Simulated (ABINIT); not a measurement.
# Al2Pt (Fm-3m) in ABINIT: further runs

Runs on Al2Pt. Level: PBE. Tasks: single point.

Program: ABINIT 10.8.3 (patched build). These are calculated values, not measurements. Logs are shortened: lines on timing, memory, paths and dates and some standing lists are left out, and cuts for length are marked. The log counts tension as positive stress, the text compression.

### Step 1. The structure

It takes space group Fm-3m (No. 225, cubic). The conventional cell has a = 5.910 Å, b = 5.910 Å, c = 5.910 Å, α = 90.00°, β = 90.00°, γ = 90.00°. Pt (site symmetry m-3m) has 8 Al at 2.56 Å as nearest neighbours. Al (site symmetry -43m) has 4 Pt at 2.56 Å as nearest neighbours.

### Step 2. Single point, PBE

run.abi reads:

```
pp_dirpath "./"
pseudos "Pt.upf, Al.upf"

acell 4.1790010768 4.1790010768 4.1790010768 Angstrom
rprim
     0.0000000000     0.7071067812     0.7071067812
     0.7071067812     0.0000000000     0.7071067812
     0.7071067812     0.7071067812     0.0000000000
ntypat 2
znucl 78 13
natom 3
typat 1 2 2
xcart
     0.0000000000     0.0000000000     0.0000000000
     8.3762110474     8.3762110474     8.3762110474
     2.7920703491     2.7920703491     2.7920703491

ecut 42.0

kptopt 1
ngkpt 8 8 8
nshiftk 1
shiftk 0.0 0.0 0.0

ixc 11

nband 16
occopt 3
tsmear 0.05 eV

nstep 100
tolvrs 1.0e-10

iomode 3
prtwf 0
prtden 0
prteig 0
prtebands 0
enunit 1
```

Potentials or basis: PseudoDojo NC SR PBE v0.4.1 standard.

Launch:

```
$ abinit run.abi > log 2>&1
```

run.abo:

```text
.Version 10.8.3 of ABINIT
 Symmetries : space group Fm -3 m (#225); Bravais cF (face-center cubic)
================================================================================
 Values of the parameters that define the memory need of the present run
     intxc =       0    ionmov =       0      iscf =       7    lmnmax =       8
     lnmax =       8     mgfft =      48  mpssoang =       4    mqgrid =    3001
     natom =       3  nloc_mem =       1    nspden =       1   nspinor =       1
    nsppol =       1      nsym =      48    n1xccc =    2501    ntypat =       2
    occopt =       3   xclevel =       2
       mpw =        4556          nfft =      110592          nkpt =          29
================================================================================
================================================================================

--------------------------------------------------------------------------------
------------- Echo of variables that govern the present computation ------------
--------------------------------------------------------------------------------
 -outvars: echo values of preprocessed input variables --------
            acell      7.8971675150E+00  7.8971675150E+00  7.8971675150E+00 Bohr
              amu      1.95080000E+02  2.69815390E+01
             ecut      4.20000000E+01 Hartree
           enunit           1
              ixc          11
         kptrlatt        8    0    0      0    8    0      0    0    8
          kptrlen      6.31773401E+01
            natom           3
            nband          16
            ngfft          48      48      48
             nkpt          29
            nstep         100
             nsym          48
           ntypat           2
           occopt           3
           prtden           0
        prtebands           0
           prteig           0
            prtwf           0
            rprim      0.0000000000E+00  7.0710678120E-01  7.0710678120E-01
                       7.0710678120E-01  0.0000000000E+00  7.0710678120E-01
                       7.0710678120E-01  7.0710678120E-01  0.0000000000E+00
          spgroup         225
           tolvrs      1.00000000E-10
           tsmear      1.83746611E-03 Hartree
            typat      1  2  2
           xangst      0.0000000000E+00  0.0000000000E+00  0.0000000000E+00
                       4.4325000001E+00  4.4325000001E+00  4.4325000001E+00
                       1.4775000000E+00  1.4775000000E+00  1.4775000000E+00
            xcart      0.0000000000E+00  0.0000000000E+00  0.0000000000E+00
                       8.3762110532E+00  8.3762110532E+00  8.3762110532E+00
                       2.7920703511E+00  2.7920703511E+00  2.7920703511E+00
             xred      0.0000000000E+00  0.0000000000E+00  0.0000000000E+00
                       7.5000000000E-01  7.5000000000E-01  7.5000000000E-01
                       2.5000000000E-01  2.5000000000E-01  2.5000000000E-01
            znucl       78.00000   13.00000

================================================================================

 chkinp: Checking input parameters for consistency.

================================================================================
== DATASET  1 ==================================================================

--- !DatasetInfo
iteration_state: {dtset: 1, }
dimensions: {natom: 3, nkpt: 29, mband: 16, nsppol: 1, nspinor: 1, nspden: 1, mpw: 4556, }
cutoff_energies: {ecut:  42.0, pawecutdg:  -1.0, }
electrons: {nelect:   2.40000000E+01, charge:   0.00000000E+00, occopt:   3.00000000E+00, tsmear:   1.83746611E-03, }
meta: {optdriver: 0, ionmov: 0, optcell: 0, iscf: 7, paral_kgb: 0, }
...

 Exchange-correlation functional for the present dataset will be:
  GGA: Perdew-Burke-Ernzerhof functional - ixc=11
  J.P.Perdew, K.Burke, M.Ernzerhof, PRL 77, 3865 (1996)

 Real(R)+Recip(G) space primitive vectors, cartesian coordinates (Bohr,Bohr^-1):
 R(1)=  0.0000000  5.5841407  5.5841407  G(1)= -0.0895393  0.0895393  0.0895393
 R(2)=  5.5841407  0.0000000  5.5841407  G(2)=  0.0895393 -0.0895393  0.0895393
 R(3)=  5.5841407  5.5841407  0.0000000  G(3)=  0.0895393  0.0895393 -0.0895393
 Unit cell volume ucvol=  3.4825636E+02 bohr^3
 Angles (23,13,12)=  6.00000000E+01  6.00000000E+01  6.00000000E+01 degrees

 getcut: wavevector=  0.0000  0.0000  0.0000  ngfft=  48  48  48
         ecut(hartree)=     42.000   => boxcut(ratio)=   2.08344

--- Pseudopotential description ------------------------------------------------
- pspini: atom type   1  psp file is ./Pt.upf
12 -101130 3 -1 1374                          pspcod,pspxc,lmax,lloc,mmax
     nproj     2     2     2     2

- pspini: atom type   2  psp file is ./Al.upf
12 -101130 2 -1 1876                          pspcod,pspxc,lmax,lloc,mmax
     nproj     2     2     2     0

   8.32869233E+02                                ecore*ucvol(ha*bohr**3)
--------------------------------------------------------------------------------

================================================================================

--- !BeginCycle
iteration_state: {dtset: 1, }
solver: {iscf: 7, nstep: 100, nline: 4, wfoptalg: 0, }
tolerances: {tolvrs: 1.00E-10, }
...

     iter   Etot(hartree)      deltaE(h)  residm     vres2
 ETOT  1  -135.15351182091    -1.352E+02 1.194E-01 4.057E+02
 ETOT  2  -135.19875281787    -4.524E-02 3.295E-02 9.762E+02
 ETOT  3  -135.32289352048    -1.241E-01 2.136E-02 1.296E+01
 ETOT  4  -135.32443575393    -1.542E-03 1.096E-02 2.320E-01
 ETOT  5  -135.32445868538    -2.293E-05 1.757E-03 2.911E-02
 ETOT  6  -135.32446162399    -2.939E-06 1.958E-03 8.320E-04
 ETOT  7  -135.32446172093    -9.693E-08 1.036E-03 1.646E-05
 ETOT  8  -135.32446172231    -1.381E-09 1.063E-03 1.568E-06
 ETOT  9  -135.32446172250    -1.924E-10 5.127E-04 5.376E-10
 ETOT 10  -135.32446172249     5.144E-12 4.651E-04 1.337E-10
 ETOT 11  -135.32446172249     7.219E-12 2.175E-04 8.571E-13

 At SCF step   11       vres2   =  8.57E-13 < tolvrs=  1.00E-10 =>converged.

 Cartesian components of stress tensor (hartree/bohr^3)
  sigma(1 1)= -7.79472860E-05  sigma(3 2)=  0.00000000E+00
  sigma(2 2)= -7.79472860E-05  sigma(3 1)=  0.00000000E+00
  sigma(3 3)= -7.79472860E-05  sigma(2 1)=  0.00000000E+00

--- !ResultsGS
iteration_state: {dtset: 1, }
comment   : Summary of ground state results
lattice_vectors:
- [  0.0000000,   5.5841407,   5.5841407, ]
- [  5.5841407,   0.0000000,   5.5841407, ]
- [  5.5841407,   5.5841407,   0.0000000, ]
lattice_lengths: [   7.89717,    7.89717,    7.89717, ]
lattice_angles: [ 60.000,  60.000,  60.000, ] # degrees, (23, 13, 12)
lattice_volume:   3.4825636E+02
convergence: {deltae:  7.219E-12, res2:  8.571E-13, residm:  2.175E-04, diffor: null, }
etotal    :  -1.35324462E+02
entropy   :   0.00000000E+00
fermie    :   3.19674955E-01
cartesian_stress_tensor: # hartree/bohr^3
- [ -7.79472860E-05,   0.00000000E+00,   0.00000000E+00, ]
- [  0.00000000E+00,  -7.79472860E-05,   0.00000000E+00, ]
- [  0.00000000E+00,   0.00000000E+00,  -7.79472860E-05, ]
pressure_GPa:   2.2933E+00
xred      :
- [  0.0000E+00,   0.0000E+00,   0.0000E+00, Pt]
- [  7.5000E-01,   7.5000E-01,   7.5000E-01, Al]
- [  2.5000E-01,   2.5000E-01,   2.5000E-01, Al]
cartesian_forces: # hartree/bohr
- [ -0.00000000E+00,  -0.00000000E+00,  -0.00000000E+00, ]
- [  3.76714913E-31,   3.76714913E-31,  -3.76714913E-31, ]
- [ -3.76714913E-31,  -3.76714913E-31,   3.76714913E-31, ]
force_length_stats: {min:   0.00000000E+00, max:   6.52489370E-31, mean:   4.34992913E-31, }
...

 Integrated electronic density in atomic spheres:
 ------------------------------------------------
 Atom  Sphere_radius  Integrated_density
    1        2.00000         14.56338026
    2        2.00000          0.89706792
    3        2.00000          0.89706792
================================================================================

 ----iterations are completed or convergence reached----

 Mean square residual over all n,k,spin=   15.945E-07; max=  21.751E-05
 reduced coordinates (array xred) for    3 atoms
       0.000000000000      0.000000000000      0.000000000000
       0.750000000000      0.750000000000      0.750000000000
       0.250000000000      0.250000000000      0.250000000000
 rms dE/dt=  1.9833E-30; max dE/dt=  4.2073E-30; dE/dt below (all hartree)
    1       0.000000000000      0.000000000000      0.000000000000
    2       0.000000000000      0.000000000000     -0.000000000000
    3       0.000000000000      0.000000000000      0.000000000000

 cartesian coordinates (angstrom) at end:
    1      0.00000000000000     0.00000000000000     0.00000000000000
    2      4.43250000007107     4.43250000007107     4.43250000007107
    3      1.47750000002369     1.47750000002369     1.47750000002369

 cartesian forces (hartree/bohr) at end:
    1     -0.00000000000000    -0.00000000000000    -0.00000000000000
    2      0.00000000000000     0.00000000000000    -0.00000000000000
    3     -0.00000000000000    -0.00000000000000     0.00000000000000
 frms,max,avg= 3.0758644E-31 3.7671491E-31   0.000E+00  0.000E+00  0.000E+00 h/b

 cartesian forces (eV/Angstrom) at end:
    1     -0.00000000000000    -0.00000000000000    -0.00000000000000
    2      0.00000000000000     0.00000000000000    -0.00000000000000
    3     -0.00000000000000    -0.00000000000000     0.00000000000000
 frms,max,avg= 1.5816731E-29 1.9371460E-29   0.000E+00  0.000E+00  0.000E+00 e/A
 length scales=  7.897167515026  7.897167515026  7.897167515026 bohr
              =  4.179001076800  4.179001076800  4.179001076800 angstroms
 Fermi (or HOMO) energy (eV) =   8.69880   Average Vxc (eV)= -10.82413
 Eigenvalues (   eV  ) for nkpt=  29  k points:
 kpt#   1, nband= 16, wtk=  0.00195, kpt=  0.0000  0.0000  0.0000 (reduced coord)
 -90.25767  -44.41731  -44.41731  -44.41731   -1.50284    3.67477    3.67477    3.67477
   5.03420    5.03420   11.69099   12.55207   12.55207   12.55207   14.13531   14.13533
 prteigrs : prtvol=0 or 1, do not print more k-points.

--- !EnergyTerms
iteration_state     : {dtset: 1, }
comment             : Components of total free energy in Hartree
kinetic             :  3.89589265802401E+01
hartree             :  3.83699288085623E+01
xc                  : -2.59852346174966E+01
Ewald energy        : -7.88329075466884E+01
psp_core            :  2.39154064294920E+00
local_psp           : -1.18985974827844E+02
non_local_psp       :  8.75971927863347E+00
internal            : -1.35324001681644E+02
'-kT*entropy'       : -4.60040843472482E-04
total_energy        : -1.35324461722487E+02
total_energy_eV     : -3.68236619646007E+03
band_energy         : -1.38026202390479E+01
...

 Cartesian components of stress tensor (hartree/bohr^3)
  sigma(1 1)= -7.79472860E-05  sigma(3 2)=  0.00000000E+00
  sigma(2 2)= -7.79472860E-05  sigma(3 1)=  0.00000000E+00
  sigma(3 3)= -7.79472860E-05  sigma(2 1)=  0.00000000E+00

-Cartesian components of stress tensor (GPa)         [Pressure=  2.2933E+00 GPa]
- sigma(1 1)= -2.29328833E+00  sigma(3 2)=  0.00000000E+00
- sigma(2 2)= -2.29328833E+00  sigma(3 1)=  0.00000000E+00
- sigma(3 3)= -2.29328833E+00  sigma(2 1)=  0.00000000E+00

== END DATASET(S) ==============================================================
================================================================================

 -outvars: echo values of variables after computation  --------
            acell      7.8971675150E+00  7.8971675150E+00  7.8971675150E+00 Bohr
           etotal     -1.3532446172E+02
            fcart     -0.0000000000E+00 -0.0000000000E+00 -0.0000000000E+00
                       3.7671491332E-31  3.7671491332E-31 -3.7671491332E-31
                      -3.7671491332E-31 -3.7671491332E-31  3.7671491332E-31
            rprim      0.0000000000E+00  7.0710678120E-01  7.0710678120E-01
                       7.0710678120E-01  0.0000000000E+00  7.0710678120E-01
                       7.0710678120E-01  7.0710678120E-01  0.0000000000E+00
           strten     -7.7947286017E-05 -7.7947286017E-05 -7.7947286017E-05
                       0.0000000000E+00  0.0000000000E+00  0.0000000000E+00
           xangst      0.0000000000E+00  0.0000000000E+00  0.0000000000E+00
                       4.4325000001E+00  4.4325000001E+00  4.4325000001E+00
                       1.4775000000E+00  1.4775000000E+00  1.4775000000E+00
             xred      0.0000000000E+00  0.0000000000E+00  0.0000000000E+00
                       7.5000000000E-01  7.5000000000E-01  7.5000000000E-01
                       2.5000000000E-01  2.5000000000E-01  2.5000000000E-01
 Calculation completed.
```

Wall time 89 s (1 thread of Arm Neoverse V1, shared host); peak memory 0.12 GiB.

What came out:

| Property | Result |
| --- | --- |
| Free energy | -3682.3662 eV |
| Pressure | 2.3 GPa |
| Band gap on the k mesh | none (metal or under the smearing width) |
| Valence electrons inside the program's atomic spheres | Pt 14.56; Al 0.90 |

The run has no spin-orbit coupling, so splittings on Pt are missing.

### Step 3. Single point, PBE

run.abi is that of step 2.

Potentials or basis: PseudoDojo NC SR PBE v0.4 stringent.

Launch:

```
$ abinit run.abi > log 2>&1
```

Wall time 90 s (1 thread of Arm Neoverse V1, shared host); peak memory 0.12 GiB.

It converged, with:

| Property | Result |
| --- | --- |
| Free energy | -3682.3662 eV |
| Pressure | 2.3 GPa |
| Band gap on the k mesh | none (metal or under the smearing width) |
| Valence electrons inside the program's atomic spheres | Pt 14.56; Al 0.90 |

Levels at points of the mesh, in eV from the Fermi level:
| k point | band 9 | band 10 | band 11 | band 12 | band 13 | band 14 | band 15 | band 16 |
| --- | --- | --- | --- | --- | --- | --- | --- | --- |
| (0.00, 0.00, 0.00) | -3.66 | -3.66 | 2.99 | 3.85 | 3.85 | 3.85 | 5.44 | 5.44 |
| (0.50, 0.00, 0.00) | -3.67 | -3.44 | -3.44 | 1.05 | 1.05 | 3.80 | 5.18 | 5.19 |
| (0.50, 0.50, 0.00) | -3.75 | -3.38 | -3.17 | -1.58 | -1.58 | 3.18 | 3.41 | 8.10 |

The run has no spin-orbit coupling, so splittings on Pt are missing.
